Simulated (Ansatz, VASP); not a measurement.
## MgI2: VASP beside Ansatz

File INCAR:

```
ALGO = Normal
EDIFF = 1E-7
ENCUT = 520
GGA = PS
ISIF = 2
ISMEAR = 0
LASPH = T
LCHARG = F
LREAL = F
LWAVE = F
NBANDS = 15
NELM = 80
PREC = Accurate
SIGMA = 0.05
```

KPOINTS

```
k-points
0
Gamma
  6 6 4
```

Contents of POSCAR:

```
MgI2
1.0
    4.3849249435      0.0000000000      0.0000000000
   -2.1924624717      3.7974563947      0.0000000000
    0.0000000000      0.0000000000      6.1573900307
Mg I
1 2
Direct
    0.0000000000      0.0000000000      0.0000000000
    0.3333333333      0.6666666667      0.7576300000
    0.6666666667      0.3333333333      0.2423700000
```

Input for Ansatz:

```yaml
crystal:
  lattice:
    - [4.3849249435, 0.0, 0.0]
    - [-2.1924624717, 3.7974563947, 0.0]
    - [0.0, 0.0, 6.1573900307]
  atoms:
    - { symbol: Mg, position: [0.0, 0.0, 0.0] }
    - { symbol: I, position: [0.3333333333, 0.6666666667, 0.75763] }
    - { symbol: I, position: [0.6666666667, 0.3333333333, 0.24237] }
basis:
  ecutwfc: 420
kpoints:
  mp_grid: { grid: [6, 6, 4] }
hamiltonian:
  xc: pbesol
scf:
  occupations: { method: gaussian, width: 0.05 }
output:
  forces: true
  stress: true
  eigenvalues: true
```

Alike in both runs: task single point; functional PBEsol; k mesh 6 × 6 × 4; occupations gaussian, width 0.05 eV; no spin polarisation.

|  | VASP | Ansatz |
| --- | --- | --- |
| version | VASP 6.6.1 | Ansatz 0.2.0 |
| potentials or method | VASP PAW PBE potentials, release 64 (Mg, I) | scalar-relativistic, plane waves, PAW |
| plane-wave cutoff (eV) | 520 | 420 |
| valence electrons in the cell | 16 | 44 |

```tsv
	VASP	Ansatz	Ansatz less VASP
gap on the k mesh at the Fermi level (eV)	2.52	2.53	+0.011
least direct gap on the mesh (eV)	2.52	2.53	+0.011
pressure (GPa)	-0.3	-0.3	+0.02
largest component of the traceless stress (GPa)	2.64	2.63	-0.009
rms of the force components (eV/Å)	0.120	0.122	+0.0020
```

Atom by atom the forces differ by 0.002 eV/Å (rms over components). The two sets of potentials don't hold the same shells in valence.

Caveats: the PAW data sets were made with another functional, which shifts forces and pressure a little (VASP); spin-orbit coupling is left out, which moves the levels of the heavy elements; this functional lacks dispersion, which binds the layers, so the pressure and a relaxed spacing across them are unreliable. As with any semilocal functional, this PBEsol gap is likely too small. A k mesh can miss the band edges.
